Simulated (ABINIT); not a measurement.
# MgB2 (P6/mmm) in ABINIT: a series of runs

Aim: see how the results for MgB2 move with the level of theory and the settings. Levels: PBE, RPBE, LDA-PZ. Tasks: equation of state, band structure.

All numbers are computed with ABINIT 10.8.3 (patched build); they aren't measurements. Logs are shortened: lines on timing, memory, paths and dates and some standing lists are left out, and cuts for length are marked. The log counts tension as positive stress, the text compression.

## Step 1: The crystal as given

It takes space group P6/mmm (No. 191, hexagonal). The conventional cell has a = 3.085 Å, b = 3.085 Å, c = 3.523 Å, α = 90.00°, β = 90.00°, γ = 120.00°. Around Mg (site symmetry 6/mmm) lie 12 B at 2.51 Å. B (site symmetry -6m2) is surrounded by 3 B at 1.78 Å.

## Step 2: Equation of state, PBE

run.abi reads:

```
# Datasets: one volume each
ndtset 7
getwfk -1
scalecart1 3*0.9795861087
scalecart2 3*0.9864848297
scalecart3 3*0.9932883884
scalecart4 3*1.0000000000
scalecart5 3*1.0066227096
scalecart6 3*1.0131594038
scalecart7 3*1.0196128224

# Pseudopotentials
pp_dirpath "./"
pseudos "Mg.GGA_PBE-JTH.xml, B.GGA_PBE-JTH.xml"

# Structure
acell 3.085 3.085 3.523 Angstrom
rprim
     1.0000000000     0.0000000000     0.0000000000
    -0.5000000000     0.8660254038     0.0000000000
     0.0000000000     0.0000000000     1.0000000000
ntypat 2
znucl 12 5
natom 3
typat 1 2 2
xred
     0.0000000000     0.0000000000     0.0000000000
     0.6666666667     0.3333333333     0.5000000000
     0.3333333333     0.6666666667     0.5000000000

# Plane-wave basis
ecut 19.0
pawecutdg 38.0
pawovlp 30

# k points
kptopt 1
ngkpt 10 10 8
nshiftk 1
shiftk 0.0 0.0 0.0

# Exchange and correlation
ixc 11

# Bands and occupations
nband 12
occopt 3
tsmear 0.05 eV

# SCF cycle
nstep 100
tolvrs 1.0e-9

# Output
iomode 3
prtwf 1
prtden 0
prteig 0
prtebands 0
enunit 2
```

Potentials or basis: JTH PAW PBE v2.0.

Started as:

```bash
$ abinit run.abi > log 2>&1
```

run.abo:

```text
.Version 10.8.3 of ABINIT
 DATASET    1 : space group P6/m m m (#191); Bravais hP (primitive hexag.)
================================================================================
 Values of the parameters that define the memory need for DATASET  1.
     intxc =       0    ionmov =       0      iscf =      17    lmnmax =       8
     lnmax =       4     mgfft =      27  mpssoang =       2    mqgrid =    3001
     natom =       3  nloc_mem =       2    nspden =       1   nspinor =       1
    nsppol =       1      nsym =      24    n1xccc =       1    ntypat =       2
    occopt =       3   xclevel =       2
       mpw =         751          nfft =       15552          nkpt =          70
 PAW method is used; the additional fine FFT grid is defined by:
   mgfftf=        40    nfftf =     40960
================================================================================
================================================================================
[... 71 lines left out ...]
 DATASET    7 : space group P6/m m m (#191); Bravais hP (primitive hexag.)
================================================================================
 Values of the parameters that define the memory need for DATASET  7.
     intxc =       0    ionmov =       0      iscf =      17    lmnmax =       8
     lnmax =       4     mgfft =      30  mpssoang =       2    mqgrid =    3001
     natom =       3  nloc_mem =       2    nspden =       1   nspinor =       1
    nsppol =       1      nsym =      24    n1xccc =       1    ntypat =       2
    occopt =       3   xclevel =       2
       mpw =         834          nfft =       17280          nkpt =          70
 PAW method is used; the additional fine FFT grid is defined by:
   mgfftf=        40    nfftf =     51840
================================================================================
================================================================================

--------------------------------------------------------------------------------
------------- Echo of variables that govern the present computation ------------
--------------------------------------------------------------------------------
 -outvars: echo values of preprocessed input variables --------
            acell      5.8298050984E+00  5.8298050984E+00  6.6575051416E+00 Bohr
              amu      2.43050000E+01  1.08110000E+01
             ecut      1.90000000E+01 Hartree
           enunit           2
           getwfk          -1
                       outvar_i_n : Printing only first  50 k-points.
              ixc          11
           jdtset        1    2    3    4    5    6    7
                       outvar_i_n : Printing only first  50 k-points.
         kptrlatt       10    0    0      0   10    0      0    0    8
          kptrlen1     5.21727964E+01
          kptrlen2     5.25402226E+01
          kptrlen3     5.29025804E+01
          kptrlen4     5.32600411E+01
          kptrlen5     5.36127669E+01
          kptrlen6     5.39609115E+01
          kptrlen7     5.43046209E+01
            natom           3
            nband          12
           ndtset           7
            ngfft1         24      24      27
            ngfft2         24      24      27
            ngfft3         24      24      27
            ngfft4         24      24      30
            ngfft5         24      24      30
            ngfft6         24      24      30
            ngfft7         24      24      30
          ngfftdg1         32      32      40
          ngfftdg2         32      32      40
          ngfftdg3         36      36      40
          ngfftdg4         36      36      40
          ngfftdg5         36      36      40
          ngfftdg6         36      36      40
          ngfftdg7         36      36      40
             nkpt          70
            nstep         100
             nsym          24
           ntypat           2
                       prtocc : prtvol=0, do not print more k-points.
           occopt           3
        pawecutdg      3.80000000E+01 Hartree
          pawovlp      3.0000000000E+01
         pawxcdev           0
           prtden           0
        prtebands           0
           prteig           0
            rprim1     9.7958610870E-01  0.0000000000E+00  0.0000000000E+00
                      -4.8979305435E-01  8.4834645534E-01  0.0000000000E+00
[... 14 lines left out ...]
                      -5.0657970190E-01  8.7742178179E-01  0.0000000000E+00
                       0.0000000000E+00  0.0000000000E+00  1.0131594038E+00
            rprim7     1.0196128224E+00  0.0000000000E+00  0.0000000000E+00
                      -5.0980641120E-01  8.8301060624E-01  0.0000000000E+00
                       0.0000000000E+00  0.0000000000E+00  1.0196128224E+00
          spgroup         191
           tolvrs      1.00000000E-09
           tsmear      1.83746611E-03 Hartree
            typat      1  2  2
           useylm           1
                       outvars : Printing only first  50 k-points.
           xangst1     0.0000000000E+00  0.0000000000E+00  0.0000000000E+00
                       1.5110115727E+00  8.7238293825E-01  1.7255409305E+00
                       1.2882818882E-16  1.7447658765E+00  1.7255409305E+00
           xangst2     0.0000000000E+00  0.0000000000E+00  0.0000000000E+00
                       1.5216528498E+00  8.7852668247E-01  1.7376930275E+00
                      -2.5174580126E-18  1.7570533649E+00  1.7376930275E+00
           xangst3     0.0000000000E+00  0.0000000000E+00  0.0000000000E+00
                       1.5321473391E+00  8.8458567869E-01  1.7496774962E+00
                      -5.2360768635E-18  1.7691713574E+00  1.7496774962E+00
           xangst4     0.0000000000E+00  0.0000000000E+00  0.0000000000E+00
                       1.5425000000E+00  8.9056279024E-01  1.7615000000E+00
                      -7.9179547778E-18  1.7811255805E+00  1.7615000000E+00
           xangst5     0.0000000000E+00  0.0000000000E+00  0.0000000000E+00
                       1.5527155296E+00  8.9646072898E-01  1.7731659030E+00
                       1.2265476307E-16  1.7929214580E+00  1.7731659030E+00
           xangst6     0.0000000000E+00  0.0000000000E+00  0.0000000000E+00
                       1.5627983804E+00  9.0228206561E-01  1.7846802898E+00
[... 10 lines left out ...]
            xcart3     0.0000000000E+00  0.0000000000E+00  0.0000000000E+00
                       2.8953388555E+00  1.6716246676E+00  3.3064112764E+00
                      -9.8947512463E-18  3.3432493352E+00  3.3064112764E+00
            xcart4     0.0000000000E+00  0.0000000000E+00  0.0000000000E+00
                       2.9149025492E+00  1.6829197715E+00  3.3287525708E+00
                      -1.4962766007E-17  3.3658395430E+00  3.3287525708E+00
            xcart5     0.0000000000E+00  0.0000000000E+00  0.0000000000E+00
                       2.9342071023E+00  1.6940652604E+00  3.3507979324E+00
                       2.3178391024E-16  3.3881305208E+00  3.3507979324E+00
            xcart6     0.0000000000E+00  0.0000000000E+00  0.0000000000E+00
                       2.9532609289E+00  1.7050659923E+00  3.3725569700E+00
                      -9.8914450788E-17  3.4101319846E+00  3.3725569700E+00
            xcart7     0.0000000000E+00  0.0000000000E+00  0.0000000000E+00
                       2.9720720152E+00  1.7159265781E+00  3.3940388038E+00
                      -1.0378750106E-16  3.4318531561E+00  3.3940388038E+00
             xred      0.0000000000E+00  0.0000000000E+00  0.0000000000E+00
                       6.6666666667E-01  3.3333333333E-01  5.0000000000E-01
                       3.3333333333E-01  6.6666666667E-01  5.0000000000E-01
            znucl       12.00000    5.00000

================================================================================

 chkinp: Checking input parameters for consistency, jdtset=   1.

 chkinp: Checking input parameters for consistency, jdtset=   2.
[... 40 lines left out ...]
 getcut: wavevector=  0.0000  0.0000  0.0000  ngfft=  32  32  40
         ecut(hartree)=     38.000   => boxcut(ratio)=   2.01928

--- Pseudopotential description ------------------------------------------------
- pspini: atom type   1  psp file is ./Mg.GGA_PBE-JTH.xml
 Pseudopotential format is: paw10
 basis_size (lnmax)=  4 (lmn_size=  8), orbitals=   0   0   1   1
 Spheres core radius: rc_sph= 1.90157919
 Shapefunction is SIN type: shapef(r)=[sin(pi*r/rshp)/(pi*r/rshp)]**2
 Radius for shape functions =  1.70710089
 Compensation charge density is not taken into account in XC energy/potential

- pspini: atom type   2  psp file is ./B.GGA_PBE-JTH.xml
 Pseudopotential format is: paw10
 basis_size (lnmax)=  4 (lmn_size=  8), orbitals=   0   0   1   1
 Spheres core radius: rc_sph= 1.70616958
 Shapefunction is SIN type: shapef(r)=[sin(pi*r/rshp)/(pi*r/rshp)]**2
 Radius for shape functions =  1.40269776
 Compensation charge density is not taken into account in XC energy/potential

   3.19844030E+02                                ecore*ucvol(ha*bohr**3)
--------------------------------------------------------------------------------

[... 1328 lines left out ...]
-Cartesian components of stress tensor (GPa)         [Pressure= -9.0198E+00 GPa]
- sigma(1 1)=  1.01023355E+01  sigma(3 2)=  0.00000000E+00
- sigma(2 2)=  1.01023355E+01  sigma(3 1)=  0.00000000E+00
- sigma(3 3)=  6.85470524E+00  sigma(2 1)=  0.00000000E+00

== END DATASET(S) ==============================================================
================================================================================

 -outvars: echo values of variables after computation  --------
            acell      5.8298050984E+00  5.8298050984E+00  6.6575051416E+00 Bohr
           etotal1    -6.9310521875E+01
           etotal2    -6.9311537518E+01
           etotal3    -6.9312074202E+01
           etotal4    -6.9312175228E+01
           etotal5    -6.9311879759E+01
           etotal6    -6.9311222047E+01
           etotal7    -6.9310231817E+01
            fcart1    -0.0000000000E+00 -0.0000000000E+00 -0.0000000000E+00
                      -4.7150085213E-29 -8.1666343168E-29 -0.0000000000E+00
                       4.7150085213E-29  8.1666343168E-29 -0.0000000000E+00
            fcart2    -1.5606784517E-29 -4.5052906209E-29 -0.0000000000E+00
                      -6.2427138067E-29 -3.4240208719E-28 -0.0000000000E+00
                       7.8033922583E-29  3.8745499339E-28 -0.0000000000E+00
            fcart3     4.6499656130E-29  2.6846588983E-29 -0.0000000000E+00
                      -1.3949896839E-28 -4.0269883475E-28 -0.0000000000E+00
                       9.2999312260E-29  3.7585224577E-28 -0.0000000000E+00
            fcart4    -0.0000000000E+00 -0.0000000000E+00 -0.0000000000E+00
[... 52 lines left out ...]
           xangst3     0.0000000000E+00  0.0000000000E+00  0.0000000000E+00
                       1.5321473391E+00  8.8458567869E-01  1.7496774962E+00
                      -5.2360768635E-18  1.7691713574E+00  1.7496774962E+00
           xangst4     0.0000000000E+00  0.0000000000E+00  0.0000000000E+00
                       1.5425000000E+00  8.9056279024E-01  1.7615000000E+00
                      -7.9179547778E-18  1.7811255805E+00  1.7615000000E+00
           xangst5     0.0000000000E+00  0.0000000000E+00  0.0000000000E+00
                       1.5527155296E+00  8.9646072898E-01  1.7731659030E+00
                       1.2265476307E-16  1.7929214580E+00  1.7731659030E+00
           xangst6     0.0000000000E+00  0.0000000000E+00  0.0000000000E+00
                       1.5627983804E+00  9.0228206561E-01  1.7846802898E+00
                      -5.2343273151E-17  1.8045641312E+00  1.7846802898E+00
           xangst7     0.0000000000E+00  0.0000000000E+00  0.0000000000E+00
                       1.5727527786E+00  9.0802924008E-01  1.7960479867E+00
                      -5.4921980300E-17  1.8160584802E+00  1.7960479867E+00
             xred      0.0000000000E+00  0.0000000000E+00  0.0000000000E+00
                       6.6666666667E-01  3.3333333333E-01  5.0000000000E-01
                       3.3333333333E-01  6.6666666667E-01  5.0000000000E-01
 Calculation completed.
```

It took 70 s on 1 thread of Arm Neoverse V2, shared host; peak memory 0.14 GiB.

What came out:

```yaml
Equilibrium_volume: 9.63 Å³/atom
Bulk_modulus_at_fixed_shape_and_positions: 152 GPa
Pressure_derivative_of_the_bulk_modulus: 3.6
```

Energy against volume, from the lowest point:
```csv
volume (Å³/atom),energy (meV/atom)
9.098,15.00
9.292,5.78
9.485,0.92
9.679,0.00
9.873,2.68
10.066,8.65
10.260,17.63
```

Caveat: pressures at fixed basis lie under the slope of the energies; the cell was scaled at fixed shape and fractional positions, which overstates the stiffness of a crystal with free parameters, most of all of layers and chains; the atomic spheres overlap.

## Step 3: Band structure, RPBE

run.abi reads:

```
# Datasets: ground state, then fixed potential
ndtset 2

# Pseudopotentials
pp_dirpath "./"
pseudos "Mg.GGA_PBE-JTH.xml, B.GGA_PBE-JTH.xml"

# Structure
acell 3*1.0
rprim
     5.8298050945     0.0000000000     0.0000000000
    -2.9149025472     5.0487593110     0.0000000000
     0.0000000000     0.0000000000     6.6575051371
ntypat 2
znucl 12 5
natom 3
typat 1 2 2
xred
     0.0000000000     0.0000000000     0.0000000000
     0.6666666667     0.3333333333     0.5000000000
     0.3333333333     0.6666666667     0.5000000000

# Plane-wave basis
ecut 517.016339 eV
pawecutdg 38.0

# Exchange and correlation
ixc 15

# Bands and occupations
occopt 3
tsmear 0.05 eV

# SCF cycle
nstep 100

# Output
iomode 3
prtwf 0
prteig 0
prtebands 0
enunit 1
prtden1 1

# Dataset 1
kptopt1 1
ngkpt1 10 10 8
nshiftk1 1
shiftk1 0.0 0.0 0.0
nband1 12
tolvrs1 1.0e-9

# Dataset 2: bands along G-M-K-G-A-L-H-A
iscf2 -2
getden2 1
nband2 18
nbdbuf2 4
tolwfr2 1.0e-11
kptopt2 -7
ndivsm2 6
prteig2 1
prtvol2 -3
kptbounds2
     0.0000000000     0.0000000000     0.0000000000
     0.5000000000     0.0000000000     0.0000000000
     0.3333333333     0.3333333333     0.0000000000
     0.0000000000     0.0000000000     0.0000000000
     0.0000000000     0.0000000000     0.5000000000
     0.5000000000     0.0000000000     0.5000000000
     0.3333333333     0.3333333333     0.5000000000
     0.0000000000     0.0000000000     0.5000000000
```

Potentials or basis: JTH PAW PBE v2.0.

Started as:

```bash
$ abinit run.abi > log 2>&1
```

run.abo:

```text
.Version 10.8.3 of ABINIT
 DATASET    1 : space group P6/m m m (#191); Bravais hP (primitive hexag.)
================================================================================
 Values of the parameters that define the memory need for DATASET  1.
     intxc =       0    ionmov =       0      iscf =      17    lmnmax =       8
     lnmax =       4     mgfft =      30  mpssoang =       2    mqgrid =    3001
     natom =       3  nloc_mem =       2    nspden =       1   nspinor =       1
    nsppol =       1      nsym =      24    n1xccc =       1    ntypat =       2
    occopt =       3   xclevel =       2
       mpw =         788          nfft =       17280          nkpt =          70
 PAW method is used; the additional fine FFT grid is defined by:
   mgfftf=        40    nfftf =     51840
================================================================================
================================================================================

 DATASET    2 : space group P6/m m m (#191); Bravais hP (primitive hexag.)
================================================================================
 Values of the parameters that define the memory need for DATASET  2.
     intxc =       0    ionmov =       0      iscf =      -2    lmnmax =       8
     lnmax =       4     mgfft =      30  mpssoang =       2    mqgrid =    3001
     natom =       3  nloc_mem =       2    nspden =       1   nspinor =       1
    nsppol =       1      nsym =      24    n1xccc =       1    ntypat =       2
    occopt =       3   xclevel =       2
[... 1070 lines left out ...]
  12.85547   13.93997   14.91218   17.19961   17.72958   17.86191   19.80791   21.75838
  22.20070   23.61326
 kpt#  63, nband= 18, wtk=  1.00000, kpt=  0.0556  0.0556  0.5000 (reduced coord)
 -68.19194  -34.75871  -34.75608  -34.74496   -3.93196   -0.11709    7.15230    7.43776
  13.81487   13.88917   14.37838   17.28298   17.29517   18.32609   19.53020   21.64012
  21.68767   22.99874
 kpt#  64, nband= 18, wtk=  1.00000, kpt=  0.0278  0.0278  0.5000 (reduced coord)
 -68.19215  -34.75605  -34.75534  -34.74538   -4.04108   -0.25510    7.66273    7.74923
  13.75808   13.92650   14.72271   16.98521   17.19074   18.90889   19.25712   21.17226
  21.80584   22.21301
 kpt#  65, nband= 18, wtk=  1.00000, kpt=  0.0000  0.0000  0.5000 (reduced coord)
 -68.19222  -34.75488  -34.75488  -34.74550   -4.07746   -0.30121    7.85793    7.85793
  13.74360   13.74360   15.06945   16.88859   17.15566   19.11717   19.11717   20.99610
  21.92637   21.92640

== END DATASET(S) ==============================================================
================================================================================

 -outvars: echo values of variables after computation  --------
            acell      1.0000000000E+00  1.0000000000E+00  1.0000000000E+00 Bohr
           etotal1    -6.9275397660E+01
            fcart1    -0.0000000000E+00 -0.0000000000E+00 -0.0000000000E+00
                      -0.0000000000E+00 -0.0000000000E+00 -0.0000000000E+00
                      -0.0000000000E+00 -0.0000000000E+00 -0.0000000000E+00
            rprim      5.8298050945E+00  0.0000000000E+00  0.0000000000E+00
                      -2.9149025472E+00  5.0487593110E+00  0.0000000000E+00
                       0.0000000000E+00  0.0000000000E+00  6.6575051371E+00
           strten1    -6.6157159207E-05 -6.6157159374E-05 -5.4985520463E-05
                       0.0000000000E+00  0.0000000000E+00 -8.1838785479E-14
           xangst      0.0000000000E+00  0.0000000000E+00  0.0000000000E+00
                       1.5424999990E+00  8.9056278963E-01  1.7614999988E+00
                       1.7639405145E-11  1.7811255793E+00  1.7614999988E+00
             xred      0.0000000000E+00  0.0000000000E+00  0.0000000000E+00
                       6.6666666667E-01  3.3333333333E-01  5.0000000000E-01
                       3.3333333333E-01  6.6666666667E-01  5.0000000000E-01
 Calculation completed.
```

Run time: 26 s. Hardware: 1 thread of Arm Neoverse V2, shared host; peak memory 0.12 GiB.

What came out:

```
Free energy            : -1885.0796 eV
Pressure               : 1.8 GPa
Band gap on the k mesh : none (metal or under the smearing width)
```

Levels at the corners of the path, in eV from the Fermi level:
```
point  band 4  band 5  band 6  band 7  band 8  band 9  band 10  band 11  band 12  band 13
    Γ  -41.88  -12.49   -2.97    0.33    0.33    1.63     6.28     6.28     7.97     9.95
    M  -41.88   -8.61   -7.88   -2.20    0.16    3.04     3.81     5.30     7.15    12.64
    K  -41.88   -7.34   -7.34   -5.88    1.75    1.75     6.15     6.15     8.81     9.16
    Γ  -41.88  -12.49   -2.97    0.33    0.33    1.63     6.28     6.28     7.97     9.95
    A  -41.89  -11.22   -7.45    0.71    0.71    6.60     6.60     7.92     9.74    10.01
    L  -41.89   -7.66   -6.97   -3.59   -1.92   -1.31     5.63     8.84     8.91    13.09
    H  -41.88   -6.46   -6.46   -5.20   -2.04   -2.04     3.62    11.68    11.86    11.86
    A  -41.89  -11.22   -7.45    0.71    0.71    6.60     6.60     7.92     9.74    10.01
```

Caveat: the PAW data sets were made with another functional, which shifts forces and pressure a little; the atomic spheres overlap.

(Continued in part 2 of 2.)
